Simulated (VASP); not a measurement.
A run of VASP 6.6.1:

File INCAR:

```
SYSTEM = Ba
PREC = Accurate
ENCUT = 600
EDIFF = 1E-7
ISMEAR = 0
SIGMA = 0.1
LREAL = .FALSE.
LASPH = .TRUE.
NELM = 80
ALGO = Fast
ISIF = 3
LWAVE = .FALSE.
LCHARG = .FALSE.
GGA = RP
IBRION = 2
NSW = 90
EDIFFG = -0.005
```

The input KPOINTS:

```
Automatic mesh
0
G
  12 12 12
  0 0 0
```

POSCAR

```
Ba
1.0
   -2.5125000000      2.5125000000      2.5125000000
    2.5125000000     -2.5125000000      2.5125000000
    2.5125000000      2.5125000000     -2.5125000000
Ba
1
Direct
    0.0000000000      0.0000000000      0.0000000000
```

Potentials or basis: VASP PAW PBE potentials, release 64 (Ba_sv).

Launch:

```bash
$ cat potpaw_PBE.64/Ba_sv/POTCAR > POTCAR
$ mpirun -np 1 vasp_std > vasp.out
```

Hardware: 1 thread of AMD EPYC 9R45 (Zen 5) (shared host).

**Question.** How long does it take, and how much memory?

**Answer.** It took 2.2 min on 1 thread of AMD EPYC 9R45 (Zen 5), with other jobs on the host, peak memory 0.21 GiB. Counts: scf iterations 56, k points 72, ion steps 4.
